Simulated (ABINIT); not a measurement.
# Fe: single point with PBE

Fe:

```xyz
1
Lattice="-1.4815 1.4342 1.4590 1.4675 -1.4310 1.4417 1.4535 1.4030 -1.4557" Properties=species:S:1:pos:R:3 pbc="T T T"
Fe   -0.0126   -0.0290   -0.0073
```

The cell isn't the ideal one: cell strained at random at fixed volume.

- Program: ABINIT 10.8.3 (patched build)
- Task: single point
- Functional: PBE
- Potentials or basis: JTH PAW PBE v2.0
- Cutoff: 707 eV
- k mesh: 13 × 13 × 13
- Occupations: fermi-dirac, width 0.05 eV
- Spin: collinear spin, ferromagnetic start
- Starting moments: [3.0] μB

```json
{"Pressure": "-9.9 GPa", "Band gap on the k mesh": "none (metal or under the smearing width)", "Net moment": "2.26 μB per cell", "Site moments": "Fe +2.32 μB", "Valence electrons inside the program's atomic spheres": "Fe 14.36 (radii [1.1194] Å)"}
```

Stress tensor (GPa, compression positive):
```
-10.99   1.41   0.58
  1.41  -8.31  -0.03
  0.58  -0.03 -10.41
```

Levels at points of the mesh, in eV from the Fermi level:
Spin up:
```csv
k point,band 5,band 6,band 7,band 8,band 9,band 10,band 11,band 12,band 13
"(0.00, 0.00, 0.00)",-8.14,-2.28,-2.17,-2.09,-1.13,-1.01,23.75,24.08,24.64
```
Spin down:
```csv
k point,band 5,band 6,band 7,band 8,band 9,band 10
"(0.00, 0.00, 0.00)",-8.01,-0.36,-0.18,-0.02,1.65,1.86
```

Wall time 9.5 min on 1 thread of Arm Neoverse V1 (shared host), peak memory 0.48 GiB.
